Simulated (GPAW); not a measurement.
Crystal: Ag2O.

```
Ag O
1.0
     4.71800    0.00000    0.00000
     0.00000    4.71800    0.00000
     0.00000    0.00000    4.71800
Ag O
4 2
Direct
  0.75000 0.25000 0.75000
  0.75000 0.75000 0.25000
  0.25000 0.75000 0.75000
  0.25000 0.25000 0.25000
  0.50000 0.50000 0.50000
  0.00000 0.00000 0.00000
```

* Program: GPAW 26.7.0
* Task: relaxation of cell and atoms
* Functional: BLYP
* Potentials or basis: PAW data sets generated in the run's folder for this functional
* Cutoff: 800 eV
* Basis: pw
* k mesh: 5 × 5 × 5
* Occupations: fermi-dirac, width 0.05 eV
* Spin: no spin polarisation

At the start: pressure 8.9 GPa; volume 17.50 Å³/atom.

**Question.** How do energy, volume and symmetry change on relaxing?

**Answer.** Over 4 steps the energy falls by 52.3 meV/atom and the volume is 19.53 Å³/atom (+11.6 %); space group Pn-3m (No. 224, to 0.05 Å).

The path:
| step | energy change (eV) | largest force (eV/Å) | pressure (GPa) | volume (Å³) |
| --- | --- | --- | --- | --- |
| 1 | 0.0000 | 0.0000 | 8.91 | 105.02 |
| 2 | -0.0395 | 0.0000 | 8.21 | 105.75 |
| 3 | -0.3081 | 0.0000 | 0.96 | 115.65 |
| 4 | -0.3138 | 0.0000 | 0.14 | 117.17 |

Final structure:
```
Ag O
1.0
     4.89339    0.00000    0.00000
     0.00000    4.89339    0.00000
     0.00000    0.00000    4.89339
Ag O
4 2
Direct
  0.75000 0.25000 0.75000
  0.75000 0.75000 0.25000
  0.25000 0.75000 0.75000
  0.25000 0.25000 0.25000
  0.50000 0.50000 0.50000
  0.00000 0.00000 0.00000
```

Caveat: later steps reuse the first step's grids.
